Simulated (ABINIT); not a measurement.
## GaN: single point with PBEsol

**Experimental background.**

From “Studying electronic properties in GaN without electrical contacts using γ-γ vs e−-γ Perturbed Angular Correlations”, 2019, pmc:6823545, for a bulk crystal of GaN: band gap 3.503 ± 0.005 eV (direct).

Crystal: GaN.

```
Ga N
1.0
     3.18000    0.00000    0.00000
    -1.59000    2.75396    0.00000
     0.00000    0.00000    5.16600
Ga N
2 2
Direct
  0.66667 0.33333 0.50000
  0.33333 0.66667 0.00000
  0.66667 0.33333 0.87500
  0.33333 0.66667 0.37500
```

| Quantity | Value |
| --- | --- |
| Program | ABINIT 10.8.3 (patched build) |
| Task | single point |
| Functional | PBEsol |
| Potentials or basis | PseudoDojo NC SR PBEsol v0.4.1 standard |
| Cutoff | 1143 eV |
| k mesh | 8 × 8 × 4 |
| Occupations | fermi-dirac, width 0.05 eV |
| Spin | no spin polarisation |

```json
{"Pressure": "1.2 GPa", "Largest force": "0.133 eV/Å", "Band gap on the k mesh": "1.95 eV, direct", "Valence electrons inside the program's atomic spheres": "Ga 10.91; N 5.23"}
```

Forces on the atoms (eV/Å):
```
Ga   0.000  0.000 -0.133
Ga   0.000  0.000 -0.133
N    0.000  0.000  0.133
N    0.000  0.000  0.133
```

Stress tensor (GPa, compression positive):
```
0.54 0.00 0.00
0.00 0.54 0.00
0.00 0.00 2.60
```

Levels at points of the mesh, in eV from the valence-band top:
| k point | band 14 | band 15 | band 16 | band 17 | band 18 | band 19 | band 20 | band 21 | band 22 |
| --- | --- | --- | --- | --- | --- | --- | --- | --- | --- |
| (0.00, 0.00, 0.00) | -1.07 | -1.07 | -0.06 | 0.00 | 0.00 | 1.95 | 4.25 | 9.17 | 9.86 |
| (0.50, 0.00, 0.00) | -5.33 | -4.32 | -2.81 | -2.30 | -1.00 | 4.97 | 5.56 | 5.99 | 8.63 |
| (0.00, 0.00, 0.50) | -3.90 | -0.55 | -0.55 | -0.55 | -0.55 | 4.26 | 4.26 | 8.46 | 8.46 |
| (0.50, 0.00, 0.50) | -6.70 | -1.98 | -1.98 | -1.94 | -1.94 | 4.34 | 4.34 | 7.78 | 7.78 |

Run time: 34 s on 4 MPI ranks on Arm Neoverse V1, with other jobs on the host, peak memory 0.32 GiB a rank.

A measured gap of GaN is 3.503 eV (direct; quoted in “Studying electronic properties in GaN without electrical contacts using γ-γ vs e−-γ Perturbed Angular Correlations”, 2019, pmc:6823545); the calculated 1.95 eV misses it by -1.55 eV. Spin-orbit coupling on Ga is left out. The value is that of PBEsol, without temperature or zero-point motion. Semilocal functionals fall short of measured gaps as a rule.
